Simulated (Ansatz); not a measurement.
Run this with Ansatz 0.2.0 through its Python package and show what comes out.

The script, `xc_li.py`:
```python
import ansatz as az


def main() -> None:
    system = (
        az.Lattice.from_parameters(3.101, 3.101, 22.7649, alpha=90, beta=90, gamma=120)
        .space_group(166)
        .atom('Li', (0.0, 0.0, 0.0))
        .atom('Li', (1 / 3, 2 / 3, 0.888667))
        .primitive()
    )

    base = (
        system.calculation()
        .basis(380)
        .kpoints(7, 7, 7, center='monkhorst-pack')
        .occupations(az.OccupationsMethod.FERMI_DIRAC)
        .scf(extra_bands=12, self_checks='high')
        .forces()
        .stress()
    )

    rows = []
    for value in ['revpbe', 'rpbe', 'r2scan', 'lda']:
        rep = base.functional(value).run(threads=1).report
        rows.append((value, rep['free_energy_ev'] / len(rep['lattice']['sites']), rep['n_iterations'], sum(rep['stress_gpa'][i][i] for i in range(3)) / 3, max(abs(f) for row in rep['forces_ev_ang'] for f in row), rep['n_kpoints']))

    print('  functional   F/atom (eV)    iterations       P (GPa)  max force (eV/A)      k-points')
    for row in rows:
        print(f'{str(row[0]):>12s}  {row[1]:12.5f}  {row[2]:12d}  {row[3]:12.3f}  {row[4]:16.4f}  {row[5]:12d}')


if __name__ == '__main__':
    main()
```

```console
$ python xc_li.py
DeckWarning: basis.ecutwfc = 380 eV is below the records' recommended 420 eV, and the density's cutoff is lower with it unless basis.ecutrho_ratio is high enough to keep the records' density cutoff: compare with a run at a higher cutoff
DeckWarning: basis.ecutwfc = 380 eV is below the records' recommended 500 eV, and the density's cutoff is lower with it unless basis.ecutrho_ratio is high enough to keep the records' density cutoff: compare with a run at a higher cutoff
  functional   F/atom (eV)    iterations       P (GPa)  max force (eV/A)      k-points
      revpbe    -205.27391             6         0.027            0.0125            44
        rpbe    -205.45449             6        -0.019            0.0125            44
      r2scan    -205.14840             6        -0.054            0.0133            44
         lda    -201.64643             6        -1.325            0.0112            44
```
(Warnings from the package without file and line.)

The cutoff lies under the one recommended for these potentials. Under the recommended cutoff a pressure can be off by several GPa, even in sign. For a metal this k-point mesh is coarse: on a finer one energies can move by several to tens of meV an atom and pressures by half a GPa or more, differences at one mesh by less. Pressure is positive in compression. This isn't the structure that Li takes at ambient conditions. Total energies of different functionals can't be compared; pressures, moments and gaps at this one structure can.

(Lines on the test bed's own set-up are left out of the output.)
